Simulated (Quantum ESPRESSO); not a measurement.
Runs of Quantum ESPRESSO 7.5 on PbO (Litharge). The structure is tetragonal, space group P4/nmm (No. 129). Conventional cell: a = 3.990 Å, b = 3.990 Å, c = 5.010 Å, α = 90.00°, β = 90.00°, γ = 90.00°. Pb (site symmetry 4mm) has 4 O at 2.33 Å as nearest neighbours. O (site symmetry -4m2) is surrounded by 4 Pb at 2.33 Å. 

```csv
level,potentials or basis,k mesh,cutoff (eV),form of the LDA,mesh quality,gap on the mesh (eV)
PBEsol,PseudoDojo 0.4 SR PBEsol stringent,2 × 2 × 2,1252,-,coarse,(a)
LDA,PseudoDojo 0.4.1 SR LDA stringent,2 × 2 × 2,1252,PW92,coarse,1.14
PBEsol,PseudoDojo 0.4.1 SR PBEsol standard,6 × 6 × 6,1143,-,not flagged,1.09
PBEsol,PseudoDojo 0.4.1 SR PBEsol standard,4 × 4 × 4,1143,-,not flagged,1.09
LDA,PseudoDojo 0.4.1 SR LDA standard,2 × 2 × 2,1143,PW92,coarse,1.12
PBEsol,PseudoDojo 0.4.1 SR PBEsol standard,2 × 2 × 2,1143,-,coarse,1.09
```

Alike in all rows: task single point; no spin polarisation; cell as given; smearing fixed.

Q: Fill in the values left out.

A: (a) 1.11.

Caveats: some runs use coarse meshes; spin-orbit coupling is left out, which as a rule narrows the gap of such compounds by several tenths of an eV.

A k mesh can miss the band edges, and the runs leave out spin-orbit coupling on Pb.

Not every run made on this cell is shown here.
